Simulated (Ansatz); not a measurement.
# GaP (oS24): the cost of one run

Program: Ansatz 0.2.0. Level of theory: DFT LDA, scalar-relativistic, plane waves, PAW. These are calculated values, not measurements.

**1. Starting point**

Symmetry: Cmcm, No. 63, orthorhombic system. Conventional cell: a = 4.621 Å, b = 4.927 Å, c = 13.335 Å, α = 90.00°, β = 90.00°, γ = 90.00°. Ga (site symmetry m) is surrounded by 6 P at 2.33 to 2.56 Å and 2 Ga at 2.61 to 2.64 Å. Ga (site symmetry m2m) has 6 P at 2.31 to 2.58 Å and 2 Ga at 2.61 Å as nearest neighbours. P (site symmetry m) is surrounded by 1 P at 2.17 Å and 6 Ga at 2.33 to 2.58 Å. Around P (site symmetry m2m) lie 6 Ga at 2.31 to 2.58 Å.

Coordinates:

```cif
data_structure
_symmetry_space_group_name_H-M 'Cmcm'
_symmetry_Int_Tables_number 63
_cell_length_a 4.6210
_cell_length_b 4.9270
_cell_length_c 13.3350
_cell_angle_alpha 90.000
_cell_angle_beta 90.000
_cell_angle_gamma 90.000
_cell_volume 303.61
loop_
_atom_site_label
_atom_site_type_symbol
_atom_site_symmetry_multiplicity
_atom_site_Wyckoff_symbol
_atom_site_fract_x
_atom_site_fract_y
_atom_site_fract_z
_atom_site_occupancy
Ga1 Ga 8 f 0.50000 0.60640 0.59090 1
Ga2 Ga 4 c 0.50000 0.08490 0.25000 1
P1 P 8 f 0.50000 0.88900 0.07030 1
P2 P 4 c 0.50000 0.60840 0.25000 1
```

**2. Cell and atoms relaxed at 24 GPa**

File input.yaml:

```yaml
crystal:
  lattice:
    - [2.3105, -2.4635, 0.0]
    - [2.3105, 2.4635, 0.0]
    - [0.0, 0.0, 13.335]
  atoms:
    - { symbol: Ga, position: [0.8936, 0.1064, 0.5909] }
    - { symbol: Ga, position: [0.1064, 0.8936, 0.4091] }
    - { symbol: Ga, position: [0.1064, 0.8936, 0.0909] }
    - { symbol: Ga, position: [0.8936, 0.1064, 0.9091] }
    - { symbol: Ga, position: [0.4151, 0.5849, 0.25] }
    - { symbol: Ga, position: [0.5849, 0.4151, 0.75] }
    - { symbol: P, position: [0.611, 0.389, 0.0703] }
    - { symbol: P, position: [0.389, 0.611, 0.9297] }
    - { symbol: P, position: [0.389, 0.611, 0.5703] }
    - { symbol: P, position: [0.611, 0.389, 0.4297] }
    - { symbol: P, position: [0.8916, 0.1084, 0.25] }
    - { symbol: P, position: [0.1084, 0.8916, 0.75] }
scf:
  occupations: { method: gaussian, width: 0.1 }
output:
  forces: true
  stress: true
  eigenvalues: true
  write_density: true
  write_potential: true
  elf: true
  volumetric_format: npy
hamiltonian:
  xc: lda
basis:
  ecutwfc: 500
kpoints:
  mp_grid: { grid: [12, 12, 4] }
relax:
  f_tol: 0.005
  max_steps: 60
  cell: { stress_tol: 0.05, p_target: 24 }
```

The run is started by

```
$ ansatz run input.yaml --threads 4 --pin off --max-ram 10240MiB --backend cpu --events-out ev --progress --plain --runs-dir out
```

**Question.** How long does this run take on 4 threads of Arm Neoverse V2, shared host, and how much memory does it need?

About 3.4 min, with a peak of 1.5 GiB.
